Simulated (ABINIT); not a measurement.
# TaN (Fm-3m) in ABINIT: equation of state

Aim: energy against volume of TaN in PBE, for its equilibrium volume and stiffness.

All numbers are computed with ABINIT 10.8.3 (patched build); they aren't measurements. Logs are shortened: lines on timing, memory, paths and dates and some standing lists are left out, and cuts for length are marked. The log counts tension as positive stress, the text compression.

**1. Starting point**

Symmetry: Fm-3m, No. 225, cubic system. The conventional cell has a = 4.423 Å, b = 4.423 Å, c = 4.423 Å, α = 90.00°, β = 90.00°, γ = 90.00°. Around Ta (site symmetry m-3m) lie 6 N at 2.21 Å. N (site symmetry m-3m) has 6 Ta at 2.21 Å as nearest neighbours.

The cell comes from a database or a generator and needn't be the stable form of this composition.

**2. Equation of state, PBE**

The input, run.abi:

```
ndtset 7
getwfk -1
scalecart1 3*0.9795861087
scalecart2 3*0.9864848297
scalecart3 3*0.9932883884
scalecart4 3*1.0000000000
scalecart5 3*1.0066227096
scalecart6 3*1.0131594038
scalecart7 3*1.0196128224

pp_dirpath "./"
pseudos "Ta.GGA_PBE-JTH.xml, N.GGA_PBE-JTH.xml"

acell 3*1.0 Angstrom
rprim
     0.0000000000     2.2113230000     2.2113230000
     2.2113230000     0.0000000000     2.2113230000
     2.2113230000     2.2113230000     0.0000000000
ntypat 2
znucl 73 7
natom 2
typat 1 2
xred
     0.5000000000     0.5000000000     0.5000000000
     0.0000000000     0.0000000000     0.0000000000

ecut 26.0
pawecutdg 48.0

kptopt 1
ngkpt 10 10 10
nshiftk 1
shiftk 0.0 0.0 0.0

ixc 11

nband 13
occopt 3
tsmear 0.05 eV

nstep 100
tolvrs 1.0e-9

iomode 3
prtwf 1
prtden 0
prteig 0
prtebands 0
enunit 1
```

Potentials or basis: JTH PAW PBE v2.0.

On the command line:

```bash
> abinit run.abi > log 2>&1
```

run.abo:

```text
.Version 10.8.3 of ABINIT
 DATASET    1 : space group Fm -3 m (#225); Bravais cF (face-center cubic)
================================================================================
 Values of the parameters that define the memory need for DATASET  1.
     intxc =       0    ionmov =       0      iscf =      17    lmnmax =      18
     lnmax =       6     mgfft =      30  mpssoang =       3    mqgrid =    3001
     natom =       2  nloc_mem =       2    nspden =       1   nspinor =       1
    nsppol =       1      nsym =      48    n1xccc =       1    ntypat =       2
    occopt =       3   xclevel =       2
       mpw =         891          nfft =       27000          nkpt =          47
 PAW method is used; the additional fine FFT grid is defined by:
   mgfftf=        40    nfftf =     64000
================================================================================
================================================================================
[... 71 lines left out ...]
 DATASET    7 : space group Fm -3 m (#225); Bravais cF (face-center cubic)
================================================================================
 Values of the parameters that define the memory need for DATASET  7.
     intxc =       0    ionmov =       0      iscf =      17    lmnmax =      18
     lnmax =       6     mgfft =      30  mpssoang =       3    mqgrid =    3001
     natom =       2  nloc_mem =       2    nspden =       1   nspinor =       1
    nsppol =       1      nsym =      48    n1xccc =       1    ntypat =       2
    occopt =       3   xclevel =       2
       mpw =         991          nfft =       27000          nkpt =          47
 PAW method is used; the additional fine FFT grid is defined by:
   mgfftf=        40    nfftf =     64000
================================================================================
================================================================================

--------------------------------------------------------------------------------
------------- Echo of variables that govern the present computation ------------
--------------------------------------------------------------------------------
 -outvars: echo values of preprocessed input variables --------
            acell      1.8897261259E+00  1.8897261259E+00  1.8897261259E+00 Bohr
              amu      1.80947900E+02  1.40067400E+01
             ecut      2.60000000E+01 Hartree
           enunit           1
           getwfk          -1
              ixc          11
           jdtset        1    2    3    4    5    6    7
         kptrlatt       10    0    0      0   10    0      0    0   10
          kptrlen1     5.78906820E+01
          kptrlen2     5.82983763E+01
          kptrlen3     5.87004468E+01
          kptrlen4     5.90970835E+01
          kptrlen5     5.94884663E+01
          kptrlen6     5.98747658E+01
          kptrlen7     6.02561441E+01
            natom           2
            nband          13
           ndtset           7
            ngfft          30      30      30
          ngfftdg          40      40      40
             nkpt          47
            nstep         100
             nsym          48
           ntypat           2
           occopt           3
        pawecutdg      4.80000000E+01 Hartree
         pawxcdev           0
           prtden           0
        prtebands           0
           prteig           0
            rprim1     0.0000000000E+00  2.1661812926E+00  2.1661812926E+00
                       2.1661812926E+00  0.0000000000E+00  2.1661812926E+00
                       2.1661812926E+00  2.1661812926E+00  0.0000000000E+00
            rprim2     0.0000000000E+00  2.1814365931E+00  2.1814365931E+00
                       2.1814365931E+00  0.0000000000E+00  2.1814365931E+00
                       2.1814365931E+00  2.1814365931E+00  0.0000000000E+00
            rprim3     0.0000000000E+00  2.1964814589E+00  2.1964814589E+00
                       2.1964814589E+00  0.0000000000E+00  2.1964814589E+00
                       2.1964814589E+00  2.1964814589E+00  0.0000000000E+00
            rprim4     0.0000000000E+00  2.2113230000E+00  2.2113230000E+00
                       2.2113230000E+00  0.0000000000E+00  2.2113230000E+00
                       2.2113230000E+00  2.2113230000E+00  0.0000000000E+00
            rprim5     0.0000000000E+00  2.2259679501E+00  2.2259679501E+00
                       2.2259679501E+00  0.0000000000E+00  2.2259679501E+00
                       2.2259679501E+00  2.2259679501E+00  0.0000000000E+00
            rprim6     0.0000000000E+00  2.2404226923E+00  2.2404226923E+00
                       2.2404226923E+00  0.0000000000E+00  2.2404226923E+00
                       2.2404226923E+00  2.2404226923E+00  0.0000000000E+00
            rprim7     0.0000000000E+00  2.2546932853E+00  2.2546932853E+00
                       2.2546932853E+00  0.0000000000E+00  2.2546932853E+00
                       2.2546932853E+00  2.2546932853E+00  0.0000000000E+00
          spgroup         225
           tolvrs      1.00000000E-09
           tsmear      1.83746611E-03 Hartree
            typat      1  2
           useylm           1
           xangst1     2.1661812926E+00  2.1661812926E+00  2.1661812926E+00
                       0.0000000000E+00  0.0000000000E+00  0.0000000000E+00
           xangst2     2.1814365931E+00  2.1814365931E+00  2.1814365931E+00
                       0.0000000000E+00  0.0000000000E+00  0.0000000000E+00
           xangst3     2.1964814589E+00  2.1964814589E+00  2.1964814589E+00
                       0.0000000000E+00  0.0000000000E+00  0.0000000000E+00
           xangst4     2.2113230000E+00  2.2113230000E+00  2.2113230000E+00
                       0.0000000000E+00  0.0000000000E+00  0.0000000000E+00
           xangst5     2.2259679501E+00  2.2259679501E+00  2.2259679501E+00
                       0.0000000000E+00  0.0000000000E+00  0.0000000000E+00
           xangst6     2.2404226923E+00  2.2404226923E+00  2.2404226923E+00
                       0.0000000000E+00  0.0000000000E+00  0.0000000000E+00
           xangst7     2.2546932853E+00  2.2546932853E+00  2.2546932853E+00
                       0.0000000000E+00  0.0000000000E+00  0.0000000000E+00
            xcart1     4.0934893822E+00  4.0934893822E+00  4.0934893822E+00
                       0.0000000000E+00  0.0000000000E+00  0.0000000000E+00
            xcart2     4.1223177219E+00  4.1223177219E+00  4.1223177219E+00
                       0.0000000000E+00  0.0000000000E+00  0.0000000000E+00
            xcart3     4.1507483980E+00  4.1507483980E+00  4.1507483980E+00
                       0.0000000000E+00  0.0000000000E+00  0.0000000000E+00
            xcart4     4.1787948459E+00  4.1787948459E+00  4.1787948459E+00
                       0.0000000000E+00  0.0000000000E+00  0.0000000000E+00
            xcart5     4.2064697907E+00  4.2064697907E+00  4.2064697907E+00
                       0.0000000000E+00  0.0000000000E+00  0.0000000000E+00
            xcart6     4.2337852947E+00  4.2337852947E+00  4.2337852947E+00
                       0.0000000000E+00  0.0000000000E+00  0.0000000000E+00
            xcart7     4.2607528071E+00  4.2607528071E+00  4.2607528071E+00
                       0.0000000000E+00  0.0000000000E+00  0.0000000000E+00
             xred      5.0000000000E-01  5.0000000000E-01  5.0000000000E-01
                       0.0000000000E+00  0.0000000000E+00  0.0000000000E+00
            znucl       73.00000    7.00000

================================================================================

 chkinp: Checking input parameters for consistency, jdtset=   1.

 chkinp: Checking input parameters for consistency, jdtset=   2.
[... 35 lines left out ...]
 getcut: wavevector=  0.0000  0.0000  0.0000  ngfft=  30  30  30
         ecut(hartree)=     26.000   => boxcut(ratio)=   2.26018

 getcut : COMMENT -
  Note that boxcut > 2.2 ; recall that boxcut=Gcut(box)/Gcut(sphere) = 2
  is sufficient for exact treatment of convolution.
  Such a large boxcut is a waste : you could raise ecut
  e.g. ecut=   33.204654 Hartrees makes boxcut=2

 Fine grid specifications (used for densities):

 getcut: wavevector=  0.0000  0.0000  0.0000  ngfft=  40  40  40
         ecut(hartree)=     48.000   => boxcut(ratio)=   2.21547

 getcut : COMMENT -
  Note that boxcut > 2.2 ; recall that boxcut=Gcut(box)/Gcut(sphere) = 2
  is sufficient for exact treatment of convolution.
  Such a large boxcut is a waste : you could raise ecut
  e.g. ecut=   58.899609 Hartrees makes boxcut=2

--- Pseudopotential description ------------------------------------------------
- pspini: atom type   1  psp file is ./Ta.GGA_PBE-JTH.xml
 Pseudopotential format is: paw10
 basis_size (lnmax)=  6 (lmn_size= 18), orbitals=   0   0   1   1   2   2
 Spheres core radius: rc_sph= 2.41973345
 Shapefunction is SIN type: shapef(r)=[sin(pi*r/rshp)/(pi*r/rshp)]**2
 Radius for shape functions =  2.11065461
 Compensation charge density is not taken into account in XC energy/potential

- pspini: atom type   2  psp file is ./N.GGA_PBE-JTH.xml
 Pseudopotential format is: paw10
 basis_size (lnmax)=  4 (lmn_size=  8), orbitals=   0   0   1   1
 Spheres core radius: rc_sph= 1.20497474
 Shapefunction is SIN type: shapef(r)=[sin(pi*r/rshp)/(pi*r/rshp)]**2
 Radius for shape functions =  1.00243812
 Compensation charge density is not taken into account in XC energy/potential

   1.44004365E+03                                ecore*ucvol(ha*bohr**3)
--------------------------------------------------------------------------------

================================================================================

--- !BeginCycle
iteration_state: {dtset: 1, }
solver: {iscf: 17, nstep: 100, nline: 4, wfoptalg: 10, }
tolerances: {tolvrs: 1.00E-09, }
...
[... 173 lines left out ...]
 getcut: wavevector=  0.0000  0.0000  0.0000  ngfft=  30  30  30
         ecut(hartree)=     26.000   => boxcut(ratio)=   2.24437

 getcut : COMMENT -
  Note that boxcut > 2.2 ; recall that boxcut=Gcut(box)/Gcut(sphere) = 2
  is sufficient for exact treatment of convolution.
  Such a large boxcut is a waste : you could raise ecut
  e.g. ecut=   32.741862 Hartrees makes boxcut=2

 Fine grid specifications (used for densities):

 getcut: wavevector=  0.0000  0.0000  0.0000  ngfft=  40  40  40
         ecut(hartree)=     48.000   => boxcut(ratio)=   2.19998
--------------------------------------------------------------------------------
[... 172 lines left out ...]
 getcut: wavevector=  0.0000  0.0000  0.0000  ngfft=  30  30  30
         ecut(hartree)=     26.000   => boxcut(ratio)=   2.22900

 getcut : COMMENT -
  Note that boxcut > 2.2 ; recall that boxcut=Gcut(box)/Gcut(sphere) = 2
  is sufficient for exact treatment of convolution.
  Such a large boxcut is a waste : you could raise ecut
  e.g. ecut=   32.294866 Hartrees makes boxcut=2

 Fine grid specifications (used for densities):

 getcut: wavevector=  0.0000  0.0000  0.0000  ngfft=  40  40  40
         ecut(hartree)=     48.000   => boxcut(ratio)=   2.18491
--------------------------------------------------------------------------------
[... 173 lines left out ...]
 getcut: wavevector=  0.0000  0.0000  0.0000  ngfft=  30  30  30
         ecut(hartree)=     26.000   => boxcut(ratio)=   2.21404

 getcut : COMMENT -
  Note that boxcut > 2.2 ; recall that boxcut=Gcut(box)/Gcut(sphere) = 2
  is sufficient for exact treatment of convolution.
  Such a large boxcut is a waste : you could raise ecut
  e.g. ecut=   31.862819 Hartrees makes boxcut=2

 Fine grid specifications (used for densities):

 getcut: wavevector=  0.0000  0.0000  0.0000  ngfft=  40  40  40
         ecut(hartree)=     48.000   => boxcut(ratio)=   2.17024
--------------------------------------------------------------------------------
[... 681 lines left out ...]
-Cartesian components of stress tensor (GPa)         [Pressure= -1.8162E+01 GPa]
- sigma(1 1)=  1.81615708E+01  sigma(3 2)=  0.00000000E+00
- sigma(2 2)=  1.81615708E+01  sigma(3 1)=  0.00000000E+00
- sigma(3 3)=  1.81615708E+01  sigma(2 1)=  0.00000000E+00

== END DATASET(S) ==============================================================
================================================================================

 -outvars: echo values of variables after computation  --------
            acell      1.8897261259E+00  1.8897261259E+00  1.8897261259E+00 Bohr
           etotal1    -6.9060567855E+01
           etotal2    -6.9062287443E+01
           etotal3    -6.9063205812E+01
           etotal4    -6.9063402925E+01
           etotal5    -6.9062955444E+01
           etotal6    -6.9061930739E+01
           etotal7    -6.9060388572E+01
            fcart1    -0.0000000000E+00 -0.0000000000E+00 -0.0000000000E+00
                      -0.0000000000E+00 -0.0000000000E+00 -0.0000000000E+00
            fcart2    -0.0000000000E+00 -0.0000000000E+00 -0.0000000000E+00
                      -0.0000000000E+00 -0.0000000000E+00 -0.0000000000E+00
            fcart3    -0.0000000000E+00 -0.0000000000E+00 -0.0000000000E+00
                      -0.0000000000E+00 -0.0000000000E+00 -0.0000000000E+00
            fcart4    -0.0000000000E+00 -0.0000000000E+00 -0.0000000000E+00
                      -0.0000000000E+00 -0.0000000000E+00 -0.0000000000E+00
            fcart5    -0.0000000000E+00 -0.0000000000E+00 -0.0000000000E+00
                      -0.0000000000E+00 -0.0000000000E+00 -0.0000000000E+00
[... 38 lines left out ...]
                       0.0000000000E+00  0.0000000000E+00  0.0000000000E+00
           xangst1     2.1661812926E+00  2.1661812926E+00  2.1661812926E+00
                       0.0000000000E+00  0.0000000000E+00  0.0000000000E+00
           xangst2     2.1814365931E+00  2.1814365931E+00  2.1814365931E+00
                       0.0000000000E+00  0.0000000000E+00  0.0000000000E+00
           xangst3     2.1964814589E+00  2.1964814589E+00  2.1964814589E+00
                       0.0000000000E+00  0.0000000000E+00  0.0000000000E+00
           xangst4     2.2113230000E+00  2.2113230000E+00  2.2113230000E+00
                       0.0000000000E+00  0.0000000000E+00  0.0000000000E+00
           xangst5     2.2259679501E+00  2.2259679501E+00  2.2259679501E+00
                       0.0000000000E+00  0.0000000000E+00  0.0000000000E+00
           xangst6     2.2404226923E+00  2.2404226923E+00  2.2404226923E+00
                       0.0000000000E+00  0.0000000000E+00  0.0000000000E+00
           xangst7     2.2546932853E+00  2.2546932853E+00  2.2546932853E+00
                       0.0000000000E+00  0.0000000000E+00  0.0000000000E+00
             xred      5.0000000000E-01  5.0000000000E-01  5.0000000000E-01
                       0.0000000000E+00  0.0000000000E+00  0.0000000000E+00
 Calculation completed.
```

Wall time 1.9 min (1 thread of Arm Neoverse V2, shared host); peak memory 0.15 GiB.

Results:

- Equilibrium volume: 10.77 Å³/atom
- Bulk modulus: 331 GPa
- Pressure derivative of the bulk modulus: 4.5

Energy against volume, from the lowest point:
```tsv
volume (Å³/atom)	energy (meV/atom)
10.164	38.57
10.381	15.18
10.597	2.68
10.813	0.00
11.030	6.09
11.246	20.03
11.462	41.01
```

Caveat: pressures at fixed basis lie under the slope of the energies; the highest band is partly filled, so the run has too few bands. Spin-orbit coupling is left out, which matters for the levels of Ta.
